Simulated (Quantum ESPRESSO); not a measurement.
ZrC:

```
CELL_PARAMETERS angstrom
0.00000 2.36500 2.36500
2.36500 0.00000 2.36500
2.36500 2.36500 0.00000
ATOMIC_POSITIONS crystal
Zr 0.50000 0.50000 0.50000
C 0.00000 0.00000 0.00000
```

```yaml
Program: Quantum ESPRESSO 7.5
Task: phonons
Functional: PBEsol
Potentials_or_basis: SPMS 1.0 PBE
Cutoff: 1197 eV
Density_cutoff: 4789 eV
k_mesh: 10 × 10 × 10
Occupations: gaussian, width 0.136 eV
Spin: no spin polarisation
Mixing_beta: 0.5
Most_SCF_iterations: 120
SCF_threshold: 4e-10 Ry
```

The cell and the atoms were relaxed first, to 12.77 Å³/atom (a = 3.306 Å, b = 3.306 Å, c = 3.306 Å, α = 60.00°, β = 60.00°, γ = 60.00°), and the response was taken there.

At Γ the optical frequencies are 451 451 451 cm⁻¹, at a pressure of 0.0 GPa.

Q: How do the modes respond when the cell is scaled evenly, at fixed shape?

A: The highest mode has a Grüneisen parameter of 1.97 and moves by +3.8 cm⁻¹ per GPa. None of the listed modes softens on compression. The pressures give a bulk modulus of about 235 GPa.

Frequencies at 99 % and 101 % of the volume (pressures 2.4 and -2.3 GPa), ions relaxed:
```csv
mode,99 % (cm⁻¹),101 % (cm⁻¹),Grüneisen parameter
4,460.1,442.3,1.97
5,460.1,442.3,1.97
6,460.1,442.3,1.97
```

Modes are matched by their order; those that don't vary smoothly over the three volumes are left out.

Caveat: the potentials were made for another functional, which shifts forces and pressure.
